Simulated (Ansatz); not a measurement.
All numbers below come from DFT PBE, scalar-relativistic, plane waves, PAW in Ansatz 0.2.0. Settings: cutoff 420 eV, Γ-centred meshes spaced at most about 0.3 Å⁻¹, and about 0.25 Å⁻¹ or finer for metals (2π included), Gaussian smearing. No spin polarisation.

All energies are static (0 K, no zero-point motion).

Two forms of Sr4O3 were relaxed alike.

A.

```yaml
crystal:
  lattice:
    - [5.72078, 0.00000, 0.00000]
    - [0.00000, 5.72078, 0.00000]
    - [0.00000, 0.00000, 5.72078]
  atoms:
    - { symbol: Sr, position: [0.76315, 0.76315, 0.76315] }
    - { symbol: Sr, position: [0.23685, 0.23685, 0.76315] }
    - { symbol: Sr, position: [0.23685, 0.76315, 0.23685] }
    - { symbol: Sr, position: [0.76315, 0.23685, 0.23685] }
    - { symbol: O, position: [0.00000, 0.00000, 0.50000] }
    - { symbol: O, position: [0.50000, 0.00000, 0.00000] }
    - { symbol: O, position: [0.00000, 0.50000, 0.00000] }
```

B.

```yaml
crystal:
  lattice:
    - [6.51628, 0.00000, 0.00000]
    - [-3.25814, 5.64326, 0.00000]
    - [0.00000, 0.00000, 7.51491]
  atoms:
    - { symbol: Sr, position: [0.33333, 0.66667, 0.80214] }
    - { symbol: Sr, position: [0.66667, 0.33333, 0.80214] }
    - { symbol: Sr, position: [0.66667, 0.33333, 0.19786] }
    - { symbol: Sr, position: [0.33333, 0.66667, 0.19786] }
    - { symbol: O, position: [0.50000, 0.00000, 0.00000] }
    - { symbol: O, position: [0.00000, 0.50000, 0.00000] }
    - { symbol: O, position: [0.50000, 0.50000, 0.00000] }
```

Question: Which would you expect to be lower, and how large is the difference?

Answer: A is lower, by 280 meV/atom. A has space group P-43m (No. 215), 26.7 Å³/atom and a gap of 0.42 eV on its mesh; B has space group P6/mmm (No. 191), 39.5 Å³/atom and no gap. The denser one is the lower, and pressure would at first widen the difference. In A, around Sr lie 3 O at 2.44 Å; around O lie 4 Sr at 2.44 Å. In B, around Sr lie 3 O at 2.40 Å and 1 Sr at 2.97 Å; O is surrounded by 4 Sr at 2.40 Å. Both come from invented guesses. Shaken at random and relaxed again, A came back.

Kohn–Sham gaps at this level usually fall short of measured ones. A magnetic state wasn't ruled out in cells without spin, among them P6/mmm. Cells without such a test can be saddle points.
